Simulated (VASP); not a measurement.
InAs (strained zincblende), PBE single-point calculation: Ansatz's output and VASP's

```xyz
2
Lattice="0.0000 3.0546 3.0699 3.0546 0.0000 3.0699 3.0546 3.0546 0.0000" Properties=species:S:1:pos:R:3 pbc="T T T"
In    0.0000    0.0000    0.0000
As    1.5273    1.5273    1.5349
```

Ansatz printed

```
SCF 1 converged in 6 iterations: F = -10454.455742 eV  dr2 = 1.06e-8
  greatest PAW one-centre occupation: 0.999 electrons in one spin orbital (limit 2), on the As atom at site 1 (counted from 0), in its partial waves of l = 2
NSCF: frozen V_eff on 7 k-points
SCF converged after 6 iterations
Free energy (F): -10454.455742 eV
Harris-Foulkes:  -10454.455742 eV  (|F-HF|=6.29e-10)
Internal energy: -10454.455598 eV  (E = F + TS)
E sigma→0 (E₀):  -10454.455670 eV
Entropy (-TS):   -0.000143 eV (-0.072 meV/atom)
Fermi energy:    7.394704 eV
--- Per-component energies (eV) ---
  E_band       = -322.907244
  E_kinetic    = 346.195403
  E_local      = -3322.697330  (includes V_loc(G=0)·N_el)
  E_nonlocal   = -303.326026
  E_hartree    = 1603.710729
  E_xc         = -294.267192
  E_vxc        = -178.254467  (∫ρ·V_xc dr)
  E_paw        = -5990.691241  (= ΣΔE_a)
  E_vpaw       = -72.251204  (= ΣTr[D̂ρ^β])
  E_aug_tail   = 0.000034  (compensation charges beyond the density's cutoff)
  E_ewald      = -2493.379974
  E_smearing   = -0.000143  (= −TS)
  E_closure    = -0.000000  (closes the sum)
  Σ components = -10454.455742   (vs F -10454.455742, Δ=0.00e0)
--- Forces (eV/Å), atoms counted from 1 ---
  atom   1  In     0.00000000     0.00000000     0.00000000
  atom   2  As    -0.00000000     0.00000000     0.00000000
  max |Σ_I F_I| component: 1.53e-16 eV/Å
--- Stress (GPa, compression-positive) ---
        1.781214       0.000000       0.000000
        0.000000       1.781214       0.000000
        0.000000       0.000000       1.625579
  P = ⅓ Tr σ = 1.7293 GPa (17.293 kbar)
--- Band table (eV; the first three rows and the last of 59) ---
  k-point 0: bands = ["-27.5504", "-27.5504", "-27.5501", "-27.5436", "-27.5432", "-6.9401", "-6.9385", "-6.9385", "-6.8278", "-6.8272", "-4.2592", "6.9998", "7.3641", "7.3875", "7.3875", "11.2764", "11.2764", "11.2863"]
  k-point 1: bands = ["-27.5504", "-27.5504", "-27.5500", "-27.5436", "-27.5432", "-6.9562", "-6.9343", "-6.9333", "-6.8280", "-6.8272", "-4.1081", "5.4710", "7.1901", "7.2086", "8.3706", "11.4030", "11.5450", "11.5504"]
  k-point 2: bands = ["-27.5504", "-27.5503", "-27.5500", "-27.5435", "-27.5432", "-6.9952", "-6.9231", "-6.9221", "-6.8270", "-6.8259", "-3.6953", "3.7474", "6.8291", "6.8536", "8.5380", "11.9638", "11.9743", "12.4354"]
  k-point 58: bands = ["-27.5504", "-27.5500", "-27.5500", "-27.5437", "-27.5428", "-7.0998", "-6.8668", "-6.8668", "-6.8597", "-6.8085", "-2.4060", "1.6820", "5.1955", "5.1955", "9.0070", "9.4688", "16.3110", "16.4093"]
```

Each program uses its own PAW datasets. VASP's cell holds 18 valence electrons and Ansatz's 28. Ansatz's stress includes a Pulay correction; VASP's doesn't.

Q: What does VASP give for the same cell and level of theory?

A: gap between bands v and c 0.00 eV; least direct gap 0.00 eV; pressure 1.8 GPa.

From OUTCAR

```
k-points           NKPTS =     59   k-points in BZ     NKDIM =     59   number of bands    NBANDS=     16

   NELECT =      18.0000    total number of electrons

   dimension x,y,z NGX =    32 NGY =   32 NGZ =   32
   dimension x,y,z NGXF=    64 NGYF=   64 NGZF=   64

  energy-cutoff  :      520.00
  volume of cell :       57.29
      direct lattice vectors                 reciprocal lattice vectors
     0.000000000  3.054590471  3.069863423    -0.163688064  0.163688064  0.162873695
     3.054590471  0.000000000  3.069863423     0.163688064 -0.163688064  0.162873695
     3.054590471  3.054590471  0.000000000     0.163688064  0.163688064 -0.162873695

 k-points in reciprocal lattice and weights: KPOINTS created by Atomic Simulation Env
   0.00000000  0.00000000  0.00000000       0.002
   0.12500000  0.00000000  0.00000000       0.016
   0.25000000  0.00000000  0.00000000       0.016
   0.37500000  0.00000000  0.00000000       0.016
   0.50000000  0.00000000  0.00000000       0.008
   0.12500000  0.12500000  0.00000000       0.004
   0.25000000  0.12500000  0.00000000       0.016
   0.37500000  0.12500000  0.00000000       0.016
   ...

 E-fermi :   4.1695

 k-point     1 :       0.0000    0.0000    0.0000
  band No.  band energies     occupation
      1     -10.1705      2.00000
      2     -10.1688      2.00000
      3     -10.1688      2.00000
      4     -10.0582      2.00000
      5     -10.0574      2.00000
      6      -7.4819      2.00000
      7       3.7766      2.00000
      8       4.1389      1.64387
      9       4.1623      1.17912
     10       4.1623      1.17912
     11       8.0416      0.00000
     12       8.0416      0.00000
     13       8.0516      0.00000
     14      11.5416      0.00000
     15      13.7011      0.00000
     16      13.7839      0.00000

 k-point     2 :       0.1250    0.0000    0.0000
  band No.  band energies     occupation
      1     -10.1864      2.00000
      2     -10.1648      2.00000
      3     -10.1637      2.00000
      4     -10.0584      2.00000
      5     -10.0575      2.00000
      6      -7.3308      2.00000
      7       2.2452      2.00000
      8       3.9645      1.99993
      9       3.9830      1.99982
     10       5.1456      0.00000
     11       8.1701      0.00000
     12       8.3103      0.00000
     13       8.3157      0.00000
     14      12.3591      0.00000
     15      12.8787      0.00000
     16      12.9348      0.00000

 k-point     3 :       0.2500    0.0000    0.0000
  band No.  band energies     occupation
      1     -10.2251      2.00000
      2     -10.1537      2.00000
      3     -10.1526      2.00000
      4     -10.0573      2.00000
      5     -10.0561      2.00000
      6      -6.9178      2.00000
      7       0.5193      2.00000
      8       3.6028      2.00000
      9       3.6274      2.00000
     10       5.3104      0.00000
     11       8.7290      0.00000
     12       8.7395      0.00000
     13       9.2061      0.00000
     14      12.4627      0.00000
     15      12.6589      0.00000
     16      12.6762      0.00000

 k-point     4 :       0.3750    0.0000    0.0000
  band No.  band energies     occupation
      1     -10.2613      2.00000
      2     -10.1449      2.00000
      3     -10.1439      2.00000
      4     -10.0538      2.00000
      5     -10.0523      2.00000
      6      -6.3948      2.00000
      7      -0.8614      2.00000
      8       3.3097      2.00000
      9       3.3394      2.00000
     10       5.1223      0.00000
     11       8.8252      0.00000
     12       8.8505      0.00000
     13      10.5790      0.00000
     14      12.3096      0.00000
     15      13.5610      0.00000
     16      13.5759      0.00000

 k-point     5 :       0.5000    0.0000    0.0000
  band No.  band energies     occupation
      1     -10.2757      2.00000
      2     -10.1421      2.00000
      3     -10.1411      2.00000
      4     -10.0515      2.00000
      5     -10.0499      2.00000
      6      -6.1204      2.00000
      7      -1.4320      2.00000
      8       3.2018      2.00000
      9       3.2335      2.00000
     10       5.0341      0.00000
     11       8.7951      0.00000
     12       8.8246      0.00000
     13      10.9628      0.00000
     14      13.0090      0.00000
     15      14.7570      0.00000
     16      14.7914      0.00000

 k-point     6 :       0.1250    0.1250    0.0000
  band No.  band energies     occupation
      1     -10.1982      2.00000
      2     -10.1588      2.00000
      3     -10.1588      2.00000
      4     -10.0612      2.00000
      5     -10.0553      2.00000
      6      -7.2819      2.00000
      7       2.1479      2.00000
      8       3.6661      2.00000
      9       3.6661      2.00000
     10       5.7412      0.00000
     11       7.3971      0.00000
     12       8.7679      0.00000
     13       8.7679      0.00000
     14      11.7370      0.00000
     15      12.7179      0.00000
     16      13.9497      0.00000

 ...

  Total        0.6581238      0.6581238      0.6025800      0.0000000      0.0000000      0.0000000
  in kB       18.4061593     18.4061593     16.8527297      0.0000000      0.0000000      0.0000000
  external PRESSURE =      17.8883494 kB  Pullay stress =       0.0000000 kB

 POSITION                                       TOTAL-FORCE (eV/Angst)
 -----------------------------------------------------------------------------------
      0.00000      0.00000      0.00000        -0.000000     -0.000000      0.000000
      1.52730      1.52730      1.53493         0.000000      0.000000     -0.000000
 -----------------------------------------------------------------------------------
    total drift:                               -0.000000     -0.000000      0.000000

  FREE ENERGIE OF THE ION-ELECTRON SYSTEM (eV)
  ---------------------------------------------------
  free  energy   TOTEN  =        -7.7053233549 eV

  energy  without entropy=       -7.7051800888  energy(sigma->0) =       -7.70525172
```
